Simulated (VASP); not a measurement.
# From an Ansatz input to VASP: CuCl (strained zincblende)

Ansatz input

```yaml
crystal:
  lattice:
    - [0.0, 2.625181056, 2.625181056]
    - [2.625181056, 0.0, 2.625181056]
    - [2.625181056, 2.625181056, 0.0]
  atoms:
    - { symbol: Cu, position: [0.0, 0.0, 0.0] }
    - { symbol: Cl, position: [0.25, 0.25, 0.25] }
kpoints:
  mp_grid: { grid: [8, 8, 8] }
  band_path:
    path:
      - [0.0, 0.0, 0.0]
      - [-0.5, -0.5, 0.0]
      - [-0.375, -0.375, 0.25]
      - [-0.375, 0.0, 0.375]
      - [0.0, 0.0, 0.5]
      - [-0.5, -0.25, 0.25]
    npoints: 1
hamiltonian:
  xc: pbe
scf:
  occupations: { method: fermi_dirac, width: 0.02 }
  n_extra_bands: 4
output:
  forces: true
  stress: true
  eigenvalues: true
  write_density: true
  write_potential: true
  elf: true
  volumetric_format: npy
```

Task: Write VASP inputs for this cell and level of theory.

Result: 

INCAR

```
ISMEAR = -1
LCHARG = .FALSE.
LASPH = .TRUE.
GGA = PE
PREC = Accurate
NBANDS = 16
NSW = 0
LWAVE = .FALSE.
SIGMA = 0.02
IBRION = -1
EDIFF = 1E-7
LREAL = .FALSE.
ISIF = 2
ENCUT = 520
NELM = 120
```

KPOINTS

```
KPOINTS created by Atomic Simulation Environment
0
Gamma
8 8 8
0 0 0
```

KPOINTS_OPT

```
special points
6
Reciprocal
0.0000000000 0.0000000000 0.0000000000 1
-0.5000000000 -0.5000000000 0.0000000000 1
-0.3750000000 -0.3750000000 0.2500000000 1
-0.3750000000 0.0000000000 0.3750000000 1
0.0000000000 0.0000000000 0.5000000000 1
-0.5000000000 -0.2500000000 0.2500000000 1
```

POSCAR

```
Cu Cl
 1.0000000000000000
     0.0000000000000000    2.6251810560000002    2.6251810560000002
     2.6251810560000002    0.0000000000000000    2.6251810560000002
     2.6251810560000002    2.6251810560000002    0.0000000000000000
 Cu  Cl
   1   1
Cartesian
  0.0000000000000000  0.0000000000000000  0.0000000000000000
  1.3125905280000001  1.3125905280000001  1.3125905280000001
```

VASP ran with the recommended PBE PAW datasets (18 valence electrons in the cell). Other inputs would serve too.

```
                            Ansatz     VASP
gap between bands v and c  0.72 eV  0.73 eV
         least direct gap  0.72 eV  0.73 eV
                 pressure  6.1 GPa  6.3 GPa
```

Each program uses its own PAW datasets. VASP's cell holds 18 valence electrons and Ansatz's 26. Ansatz's stress includes a Pulay correction; VASP's doesn't.
